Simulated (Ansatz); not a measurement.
Runs of Ansatz 0.2.0 on Cr. Symmetry: P6_3/mmc, No. 194, hexagonal system. The conventional cell has a = 2.714 Å, b = 2.714 Å, c = 4.410 Å, α = 90.00°, β = 90.00°, γ = 120.00°. Cr (site symmetry -6m2) has 12 Cr at 2.71 Å as nearest neighbours. This isn't the form of Cr at room conditions, which is bcc.

```csv
task,level,spin,U,cell,cutoff (eV),smearing,basis error allowed,gap on the mesh (eV),pressure (GPa),moment (μB)
single point,PBE,"collinear, ferromagnetic start",-,as given,255,gaussian 0.02 eV,0.001 eV/atom,none,-25.6,1.74
density of states,LDA+U,"collinear, program default start",Cr d U = 5.3 eV,as given,254,gaussian 0.01 eV,0.001 eV/atom,none,54.8,9.39
single point,PBE,"collinear, ferromagnetic start",-,as given,255,fermi-dirac 0.05 eV,0.001 eV/atom,none,(a),1.73
single point,PBE,"collinear, ferromagnetic start",-,"atoms moved at random, drawn with an rms of 0.05 Å",265,fermi-dirac 0.05 eV,0.001 eV/atom,none,-25.0,1.83
```

Alike in all rows: potentials or basis all-electron LAPW, scalar-relativistic; k mesh 11 × 11 × 6.

Question: Estimate the missing entries.

Answer: (a) -25.5.

Caveats: so large a pressure means that the cell lies far from this level's equilibrium, or that cutoff or potentials fall short (some runs); the magnetic state may not be the lowest (some runs); a pressure of tens of GPa on the cell as given is suspect, and the run, the potentials or the cell itself is likely at fault (some runs); U is the effective U less J, on atomic orbitals that reach past the spheres (some runs); the U is typed as a test and isn't derived for this compound (some runs).

A gap of «none» marks a metal or a gap under the smearing width.
